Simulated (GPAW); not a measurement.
Crystal: HfC.

```
Hf C
1.0
     0.00000    2.32500    2.32500
     2.32500    0.00000    2.32500
     2.32500    2.32500    0.00000
Hf C
1 1
Direct
  0.50000 0.50000 0.50000
  0.00000 0.00000 0.00000
```

```yaml
Program: GPAW 26.7.0
Task: relaxation of cell and atoms
Functional: PBEsol
Dispersion: D3
Potentials_or_basis: PAW data sets generated in the run's folder for this functional
Cutoff: 800 eV
Basis: pw
k_mesh: 10 × 10 × 10
Occupations: fermi-dirac, width 0.05 eV
Spin: no spin polarisation
```

At the start: pressure -8.6 GPa; volume 12.57 Å³/atom.

Question: How do energy, volume and symmetry change on relaxing?

Answer: Over 3 steps the energy falls by 11.6 meV/atom and the volume is 12.12 Å³/atom (-3.6 %); space group Fm-3m (No. 225, to 0.05 Å).

The path:
```tsv
step	energy change (eV)	largest force (eV/Å)	pressure (GPa)	volume (Å³)
1	0.0000	0.0000	-8.62	25.14
2	-0.0153	0.0000	-5.24	24.77
3	-0.0231	0.0000	0.20	24.24
```

Final structure:
```
CELL_PARAMETERS angstrom
0.00000 2.29715 2.29715
2.29715 0.00000 2.29715
2.29715 2.29715 0.00000
ATOMIC_POSITIONS crystal
Hf 0.50000 0.50000 0.50000
C 0.00000 0.00000 0.00000
```

Caveat: later steps reuse the first step's grids; pairwise dispersion overbinds metals, which lowers pressure and volume.
